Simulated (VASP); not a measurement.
# Pd (Fm-3m) in VASP: a series of runs, part 2 of 2

VASP 6.6.1.

## 4. Single point, PBE

The input, INCAR:

```
SYSTEM = Pd
ALGO = Normal
EDIFF = 1E-7
ENCUT = 520
GGA = PE
ISIF = 2
ISMEAR = -1
LASPH = .TRUE.
LCHARG = .FALSE.
LREAL = .FALSE.
LWAVE = .FALSE.
NBANDS = 11
NELM = 100
PREC = Accurate
SIGMA = 0.05
```

The input, KPOINTS:

```
k-points
0
G
  12 12 12
  0 0 0
```

The input, POSCAR:

```
Pd
1.0
    0.0000000000      1.9465000000      1.9465000000
    1.9465000000      0.0000000000      1.9465000000
    1.9465000000      1.9465000000      0.0000000000
Pd
1
Direct
    0.0000000000      0.0000000000      0.0000000000
```

Potentials or basis: VASP PAW PBE potentials, release 64 (Pd).

Launch:

```bash
cat potpaw_PBE.64/Pd/POTCAR > POTCAR
mpirun -np 1 vasp_std > vasp.out
```

OUTCAR:

```text
SYSTEM = Pd
   EDIFF = 1E-7
   ENCUT = 520
   GGA = PE
   ISIF = 2
   ISMEAR = -1
   LASPH = .TRUE.
   LREAL = .FALSE.
   NELM = 100
   PREC = Accurate

 ion  position               nearest neighbor table
   1  0.000  0.000  0.000-

  LATTYP: Found a face centered cubic cell.
 ALAT       =     3.8930000000

  Lattice vectors:

 A1 = (   0.0000000000,   1.9465000000,   1.9465000000)
 A2 = (   1.9465000000,   0.0000000000,   1.9465000000)
 A3 = (   1.9465000000,   1.9465000000,   0.0000000000)

Analysis of symmetry for initial positions (statically):
=====================================================================
 Subroutine PRICEL returns:
 Original cell was already a primitive cell.

 Routine SETGRP: Setting up the symmetry group for a
 face centered cubic supercell.

 Subroutine GETGRP returns: Found 48 space group operations
 (whereof 48 operations were pure point group operations)
 out of a pool of 48 trial point group operations.

The static configuration has the point symmetry O_h .

Analysis of symmetry for dynamics (positions and initial velocities):
=====================================================================
 Subroutine PRICEL returns:
 Original cell was already a primitive cell.

 Routine SETGRP: Setting up the symmetry group for a
 face centered cubic supercell.

 Subroutine GETGRP returns: Found 48 space group operations
 (whereof 48 operations were pure point group operations)
 out of a pool of 48 trial point group operations.

The dynamic configuration has the point symmetry O_h .

 Subroutine INISYM returns: Found 48 space group operations
 (whereof 48 operations are pure point group operations),
 and found     1 'primitive' translations

----------------------------------------------------------------------------------------

                                     Primitive cell

  volume of cell :      14.7500

  direct lattice vectors                    reciprocal lattice vectors
     0.000000000  1.946500000  1.946500000    -0.256871307  0.256871307  0.256871307
     1.946500000  0.000000000  1.946500000     0.256871307 -0.256871307  0.256871307
     1.946500000  1.946500000  0.000000000     0.256871307  0.256871307 -0.256871307

  length of vectors
     2.752766699  2.752766699  2.752766699     0.444914156  0.444914156  0.444914156

  position of ions in fractional coordinates (direct lattice)
     0.000000000  0.000000000  0.000000000

  ion indices of the primitive-cell ions
   primitive index   ion index
                 1           1

----------------------------------------------------------------------------------------

 KPOINTS: k-points

Automatic generation of k-mesh.
 Grid dimensions read from file:
 generate k-points for:   12   12   12

 Generating k-lattice:

  Cartesian coordinates                     Fractional coordinates (reciprocal lattice)
    -0.021405942  0.021405942  0.021405942     0.083333333  0.000000000  0.000000000
     0.021405942 -0.021405942  0.021405942     0.000000000  0.083333333  0.000000000
     0.021405942  0.021405942 -0.021405942     0.000000000  0.000000000  0.083333333

  Length of vectors
     0.037076180  0.037076180  0.037076180

  Shift w.r.t. Gamma in fractional coordinates (k-lattice)
     0.000000000  0.000000000  0.000000000

 Subroutine IBZKPT returns following result:
 ===========================================

 Found     72 irreducible k-points:

 Following reciprocal coordinates:
            Coordinates               Weight
  0.000000  0.000000  0.000000      1.000000
  0.083333  0.000000  0.000000      8.000000
  0.166667  0.000000  0.000000      8.000000
  0.250000  0.000000  0.000000      8.000000
  0.333333  0.000000  0.000000      8.000000
  0.416667  0.000000  0.000000      8.000000
[... 42 lines left out ...]
  0.333333  0.250000  0.083333     24.000000
  0.416667  0.250000  0.083333     48.000000
 [... further k-points ...]
   k-points           NKPTS =     72   k-points in BZ     NKDIM =     72   number of bands    NBANDS=     11
   number of dos      NEDOS =    301   number of ions     NIONS =      1
   total plane-waves  NPLWV =   8000
   dimension x,y,z NGX =    20 NGY =   20 NGZ =   20
   dimension x,y,z NGXF=    40 NGYF=   40 NGZF=   40
   ions per type =               1
   NGX,Y,Z   is equivalent  to a cutoff of  12.08, 12.08, 12.08 a.u.
   NGXF,Y,Z  is equivalent  to a cutoff of  24.16, 24.16, 24.16 a.u.
 SYSTEM =  Pd
   PREC   = accura    normal or accurate (medium, high low for compatibility)
   ISTART =      0    job   : 0-new  1-cont  2-samecut
   ICHARG =      2    charge: 1-file 2-atom 10-const
   ISPIN  =      1    spin polarized calculation?
   LNONCOLLINEAR =      F non collinear calculations
   LSORBIT =      F    spin-orbit coupling
   LASPH  =      T    aspherical Exc in radial PAW
   ENCUT  =  520.0 eV  38.22 Ry    6.18 a.u.   5.12  5.12  5.12*2*pi/ulx,y,z
   NELM   =    100;   NELMIN=  2; NELMDL= -5     # of ELM steps
   EDIFF  = 0.1E-06   stopping-criterion for ELM
   LREAL  =      F    real-space projection
   EDIFFG = 0.1E-05   stopping-criterion for IOM
   NSW    =      0    number of steps for IOM
   IBRION =     -1    ionic relax: 0-MD 1-quasi-New 2-CG
   NFREE  =      0    steps in history (QN), initial steepest desc. (CG)
   ISIF   =      2    stress and relaxation
   ISYM   =      2    0-nonsym 1-usesym 2-fastsym
   POTIM  = 0.5000    time-step for ionic-motion
   TEBEG  =    0.0;   TEEND  =   0.0 temperature during run
   PSTRESS=    0.0 pullay stress
   NELECT =      10.0000    total number of electrons
   NUPDOWN=      -1.0000    fix difference up-down
   EMIN   =  10.00;   EMAX   =-10.00  energy-range for DOS
   EFERMI =   0.00;   METHOD = LEGACY
   ISMEAR =    -1;   SIGMA  =   0.05  broadening in eV -4-tet -1-fermi 0-gaus
   EFERMI_NEDOS =   21; number of points for ismear=-14 and -15
   IALGO  =     38    algorithm
   IMIX   =      4    mixing-type and parameters
     AMIX     =   0.40;   BMIX     =  1.00
     AMIX_MAG =   1.60;   BMIX_MAG =  1.00
  volume/ion in A,a.u.               =      14.75        99.54
  Fermi-wavevector in a.u.,A,eV,Ry     =   1.438171  2.717748 28.141404  2.068335
  Thomas-Fermi vector in A             =   2.557167
   LORBIT       =      0    0 simple, 1 ext, 2 COOP (PROOUT), +10 PAW based schemes
   GGA     = PE    functional components
   LHFCALC =     F    Hartree Fock is set to
   AEXX    =    0.0000 exact exchange contribution
   IVDW    =     0    specifies the selected vdW correction
   LEPSILON=     F    determine dielectric tensor
   LRPA    =     F    only Hartree local field effects (RPA)
 non-spin polarized calculation
  energy-cutoff  :      520.00
  volume of cell :       14.75
 maximum number of plane-waves:       415
   NGX = 11   NGY = 11   NGZ = 11

 number of electron      10.0000000 magnetization

 number of electron       9.9999999 magnetization

 Free energy of the ion-electron system (eV)
  ---------------------------------------------------
  ext. energy  EPLUGINS =         0.00000000
  ---------------------------------------------------
  free energy    TOTEN  =        -5.21954405 eV

  energy without entropy =       -5.19992300  energy(sigma->0) =       -5.20973352

 E-fermi :   9.7506     XC(G=0): -13.1872

 val. band max:        9.7462522845   @ k =  -0.4167   0.4167   0.1667
 cond. band min:       9.7523816768   @ k =  -0.3333   0.4167   0.0833
 fundamental gap:      0.0061293922
 Fermi energy:         9.7505886997

 k-point     1 :       0.0000    0.0000    0.0000
  band No.  band energies     occupation
      1       2.6433      2.00000
      2       6.9329      2.00000
      3       6.9329      2.00000
      4       6.9329      2.00000
      5       8.5433      2.00000
      6       8.5433      2.00000
      7      26.9759      0.00000
      8      31.7547      0.00000
      9      31.7547      0.00000
     10      31.7547      0.00000
     11      35.9732      0.00000
[... 533 lines left out ...]
 k-point    40 :       0.4167    0.4167    0.0000
  band No.  band energies     occupation
      1       4.5395      2.00000
      2       4.7973      2.00000
      3       9.6311      1.83211
      4       9.7552      0.95386
      5       9.7552      0.95386
      6      11.7386      0.00000
      7      22.3357      0.00000
      8      23.6699      0.00000
      9      23.6699      0.00000
     10      31.2136      0.00000
     11      31.2412      0.00000

 [... further k-points ...]

------------------------ aborting loop because EDIFF is reached ----------------------------------------

  FORCE on cell =-STRESS in cart. coord.  units (eV):
  Direction    XX          YY          ZZ          XY          YZ          ZX
  --------------------------------------------------------------------------------------
  -------------------------------------------------------------------------------------
  Total        0.6079673      0.6079673      0.6079673     -0.0000000     -0.0000000      0.0000000
  in kB       66.0385559     66.0385559     66.0385559     -0.0000000     -0.0000000      0.0000000
  external PRESSURE =      66.0385559 kB  Pullay stress =       0.0000000 kB

 VOLUME and BASIS-vectors are now :
 -----------------------------------------------------------------------------
  energy-cutoff  :      520.00
  volume of cell :       14.75
      direct lattice vectors                 reciprocal lattice vectors
     0.000000000  1.946500000  1.946500000    -0.256871307  0.256871307  0.256871307
     1.946500000  0.000000000  1.946500000     0.256871307 -0.256871307  0.256871307
     1.946500000  1.946500000  0.000000000     0.256871307  0.256871307 -0.256871307

 POSITION                                       TOTAL-FORCE (eV/Angst)
 -----------------------------------------------------------------------------------
      0.00000      0.00000      0.00000         0.000000     -0.000000      0.000000
 -----------------------------------------------------------------------------------
    total drift:                               -0.000000     -0.000000     -0.000000

  FREE ENERGIE OF THE ION-ELECTRON SYSTEM (eV)
  ---------------------------------------------------
  free  energy   TOTEN  =        -5.2195440484 eV

  energy  without entropy=       -5.1999230009  energy(sigma->0) =       -5.20973352
```

OSZICAR:

```text
N       E                     dE             d eps       ncg     rms          rms(c)
DAV:   1     0.414648806652E+02    0.41465E+02   -0.51259E+03  1592   0.849E+02
DAV:   2    -0.497341074542E+01   -0.46438E+02   -0.44991E+02  1734   0.180E+02
DAV:   3    -0.550266828180E+01   -0.52926E+00   -0.52829E+00  1916   0.211E+01
DAV:   4    -0.550480543139E+01   -0.21371E-02   -0.21369E-02  1914   0.139E+00
DAV:   5    -0.550482654164E+01   -0.21110E-04   -0.21109E-04  2068   0.124E-01    0.775E+00
DAV:   6    -0.523425025265E+01    0.27058E+00   -0.10619E+00  1953   0.847E+00    0.379E+00
DAV:   7    -0.522323151470E+01    0.11019E-01   -0.27494E-02  2063   0.113E+00    0.194E+00
DAV:   8    -0.521962279874E+01    0.36087E-02   -0.22335E-03  1916   0.445E-01    0.131E-01
DAV:   9    -0.521954006660E+01    0.82732E-04   -0.43768E-04  2019   0.177E-01    0.255E-02
DAV:  10    -0.521954475439E+01   -0.46878E-05   -0.13408E-05  1967   0.317E-02    0.752E-03
DAV:  11    -0.521954401716E+01    0.73723E-06   -0.20255E-07  2016   0.454E-03    0.614E-04
DAV:  12    -0.521954404843E+01   -0.31272E-07   -0.58329E-09  1317   0.476E-04
   1 F= -.52195440E+01 E0= -.52097335E+01  d E =-.196210E-01
```

stdout:

```text
POSCAR found type information on POSCAR Pd
 POSCAR found :  1 types and       1 ions
 scaLAPACK will be used
 LDA part: xc-table for (Slater+PW92), standard interpolation
 POSCAR, INCAR and KPOINTS ok, starting setup
 FFT: planning ... GRIDC
 FFT: planning ... GRID_SOFT
 FFT: planning ... GRID
 WAVECAR not read
 entering main loop
```

It took 5.3 s on 1 thread of AMD EPYC 9R45 (Zen 5), shared host; peak memory 0.09 GiB.

Results:

```
Free energy            : -5.2195 eV
Pressure               : 6.6 GPa
Band gap on the k mesh : none (metal or under the smearing width)
```

Levels at points of the mesh, in eV from the Fermi level:
| k point | band 2 | band 3 | band 4 | band 5 | band 6 | band 7 | band 8 | band 9 |
| --- | --- | --- | --- | --- | --- | --- | --- | --- |
| (0.00, 0.00, 0.00) | -2.82 | -2.82 | -2.82 | -1.21 | -1.21 | 17.23 | 22.00 | 22.00 |
| (0.50, 0.00, 0.00) | -2.86 | -2.86 | -0.01 | -0.01 | 1.05 | 7.35 | 16.59 | 21.14 |
| (0.50, 0.50, 0.00) | -5.08 | -0.03 | 0.31 | 0.31 | 3.38 | 10.80 | 13.24 | 13.24 |

## 5. Single point, PBE (cell strained at random at fixed volume)

The input, INCAR:

```
PREC     = Accurate       # precision mode
ENCUT    = 520            # plane-wave cutoff, eV
EDIFF    = 1E-7           # SCF threshold, eV
ISMEAR   = -1             # smearing method
SIGMA    = 0.05           # smearing width, eV
LREAL    = F              # projectors in reciprocal space
LASPH    = T              # aspherical terms in the spheres
NELM     = 100            # most SCF steps
ALGO     = Normal         # electronic algorithm
ISIF     = 2              # what is computed and relaxed
LWAVE    = F              # write WAVECAR
LCHARG   = T              # write CHGCAR
GGA      = PE             # functional
LELF     = T              # ELF
LVHAR    = T            
NBANDS   = 11             # bands
```

The input, KPOINTS:

```
Automatic mesh
0
Gamma
  12 12 12
```

The input, POSCAR:

```
Pd
1.0
   -0.0111260000      1.9552170000      1.9418620000
    1.9710740000      0.0063410000      1.9243950000
    1.9644410000      1.9311180000      0.0129730000
Pd
1
Direct
    0.0238370000     -0.0169870000     -0.0029670000
```

Launch:

```bash
cat potpaw_PBE.64/Pd/POTCAR > POTCAR
mpirun -np 1 vasp_std > vasp.out
```

Wall time 66 s (1 thread of AMD EPYC 9R45 (Zen 5), shared host); peak memory 0.21 GiB.

It converged, with:

* Free energy: -5.2175 eV
* Pressure: 6.7 GPa
* Band gap on the k mesh: none (metal or under the smearing width)

Stress tensor (GPa, compression positive):
```
 5.82  0.63  0.17
 0.63  6.94 -1.39
 0.17 -1.39  7.25
```

Levels at points of the mesh, in eV from the Fermi level:
```
           k point  band 1  band 2  band 3  band 4  band 5  band 6  band 7  band 8  band 9  band 10
(0.00, 0.00, 0.00)   -7.11   -2.96   -2.82   -2.67   -1.31   -1.10   17.23   21.62   21.96    22.46
(0.50, 0.00, 0.00)   -5.28   -2.99   -2.72   -0.06    0.01    0.93    7.15   16.68   21.09    21.65
(0.00, 0.50, 0.00)   -5.27   -2.88   -2.85   -0.09    0.08    1.09    7.42   16.55   21.00    21.15
(0.50, 0.50, 0.00)   -5.37   -5.08   -0.04    0.25    0.37    3.59   11.08   12.88   13.23    21.33
(0.00, 0.00, 0.50)   -5.26   -2.95   -2.79   -0.06    0.08    1.15    7.52   16.48   20.79    21.16
(0.50, 0.00, 0.50)   -5.37   -5.08   -0.05    0.23    0.39    3.45   10.89   13.11   13.27    21.55
(0.00, 0.50, 0.50)   -5.37   -5.08   -0.03    0.28    0.32    3.12   10.44   13.20   13.81    21.63
(0.50, 0.50, 0.50)   -5.27   -3.06   -2.67   -0.01   -0.01    1.03    7.32   16.57   20.83    21.57
```

## 6. Summary

```csv
level,cell,ladder,gap on the mesh (eV),pressure (GPa)
PBEsol,as given,free,none,-3.2
PBEsol,cell strained at random at fixed volume,free,none,-3.1
PBE,as given,-,none,6.6
PBE,cell strained at random at fixed volume,-,none,6.7
```

Alike in all rows: task single point; potentials or basis VASP PAW PBE potentials, release 64 (Pd); no spin polarisation; k mesh 12 × 12 × 12; cutoff (eV) 520; smearing fermi-dirac 0.05 eV.

Caveats: the PAW data sets were made with another functional, which shifts forces and pressure a little (some runs).

Total energies depend on the potentials used, so only differences within one code and one set of settings carry meaning.
